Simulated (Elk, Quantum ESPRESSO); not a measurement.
An Elk input for a self-consistent single point of LiI (Fm-3m, 2 atoms in the cell) (DFT, PBE, all-electron FP-LAPW, Elk's shipped species files, APW+lo basis with extra local orbitals):

```
tasks
  0

xctype
  20

rgkmax
  8.0

gmaxvr
  14.0

nxlo
  2

lorbcnd
  .true.

lmaxi
  2

stype
  0

swidth
  0.0001

scale
  1.889726125

avec
    0.0000000000    2.8689260000    2.8689260000
    2.8689260000    0.0000000000    2.8689260000
    2.8689260000    2.8689260000    0.0000000000

sppath
  'species/'

atoms
  2   : nspecies
  'Li.in'   : spfname
  1   : natoms; atposl, bfcmt below
  0.0000000000  0.0000000000  0.0000000000    0.0 0.0 0.0
  'I.in'   : spfname
  1   : natoms; atposl, bfcmt below
  0.5000000000  0.5000000000  0.5000000000    0.0 0.0 0.0

ngridk
  8 8 8
```

Q: Translate this input to Quantum ESPRESSO.

A: One input that does it (others would too):

```fortran
&CONTROL
    calculation = 'scf',
    prefix = 'LiI',
    outdir = './out',
    pseudo_dir = './',
    verbosity = 'high',
    tprnfor = .true.,
    tstress = .true.,
/
&SYSTEM
    ibrav = 2,
    A = 5.737852000,
    nat = 2,
    ntyp = 2,
    ecutwfc = 50,
    ecutrho = 400,
    occupations = 'fixed',
    nbnd = 9,
/
&ELECTRONS
    conv_thr = 1e-10,
    mixing_beta = 0.7,
/
ATOMIC_SPECIES
Li     6.9400  li_pbe_v1.4.uspp.F.UPF
I    126.9045  I.pbe-n-kjpaw_psl.0.2.UPF
ATOMIC_POSITIONS {crystal}
Li    0.000000000    0.000000000    0.000000000
I     0.500000000    0.500000000    0.500000000
K_POINTS {automatic}
8 8 8  0 0 0
```

Basis, cutoffs, solver keys and any potentials are the target program's own. This input uses DFT, PBE, plane waves, SSSP 1.1.2 precision (PBE) pseudopotentials. Both were run: gap on the mesh 4.209 eV in Elk and 4.301 in Quantum ESPRESSO.

On Elk: the starting cell comes from a database of computed structures (which also holds hypothetical and non-ambient phases and stackings), without a prior relaxation at this level. Its lattice was rescaled by a random factor within 2.5 % of one. For this run, on top of that: lattice scaled by 0.98. Spin-orbit coupling is off. Values depend on the basis (sphere radii, cutoffs, local orbitals), which need not be converged.

On Quantum ESPRESSO: the starting cell comes from a database of computed structures (which also holds hypothetical and non-ambient phases and stackings), without a prior relaxation at this level. Its lattice was rescaled by a random factor within 2.5 % of one. For this run, on top of that: lattice scaled by 0.98. Spin-orbit coupling is off. With a pressure of about 4 GPa the cell is away from its equilibrium volume at this level.
